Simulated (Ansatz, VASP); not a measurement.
This is a calculation of Cs for VASP 6.6.1.

File INCAR:

```
PREC = Accurate
ENCUT = 520
EDIFF = 1E-7
ISMEAR = -1
SIGMA = 0.05
LREAL = F
LASPH = T
NELM = 60
ALGO = Normal
ISIF = 2
LWAVE = F
LCHARG = F
GGA = PE
NBANDS = 10
```

KPOINTS

```
Automatic mesh
0
Gamma
  6 6 6
```

File POSCAR:

```
Cs
1.0
    2.9813810000     -4.2793850000      0.1148980000
    3.0090070000      4.2986100000     -0.0108870000
   -2.4785890000     -0.0721900000      4.4579080000
Cs
1
Direct
    0.0095400000      0.0059200000      0.5081250000
```

Potentials or basis: VASP PAW PBE potentials, release 64 (Cs_sv).

Command:

```sh
$ cat potpaw_PBE.64/Cs_sv/POTCAR > POTCAR
$ mpirun -np 1 vasp_std > vasp.out
```

Q: Translate it to Ansatz 0.2.0. Potentials there: Ansatz PAW.

A: As run (the cutoff follows the program's own potentials):

input.yaml

```yaml
crystal:
  lattice:
    - [2.981381, -4.279385, 0.114898]
    - [3.009007, 4.29861, -0.010887]
    - [-2.478589, -0.07219, 4.457908]
  atoms:
    - { symbol: Cs, position: [0.00954, 0.00592, 0.508125] }
hamiltonian:
  xc: pbe
  pseudopotentials: { kind: paw }
kpoints:
  mp_grid: { grid: [6, 6, 6] }
scf:
  occupations: { method: fermi_dirac, width: 0.05 }
output:
  forces: true
  stress: true
  eigenvalues: true
```

Potentials or basis: Ansatz PAW.

Command:

```sh
$ ansatz run input.yaml --threads 2 --pin off --max-ram 5120MiB --backend cpu --events-out ev --progress --plain --runs-dir out
```

Both were run:

|  | VASP | Ansatz | Ansatz less VASP |
| --- | --- | --- | --- |
| gap on the k mesh at the Fermi level (eV) | none | none | - |
| pressure (GPa) | 0.0 | 0.0 | +0.01 |
| largest component of the traceless stress (GPa) | 0.09 | 0.09 | 0.000 |

A gap of «none» marks a metal or a gap that the smearing closes. With one functional, cell and mesh, what is left measures potentials, basis and numerics.

The runs have no spin-orbit coupling, so splittings on Cs are missing.
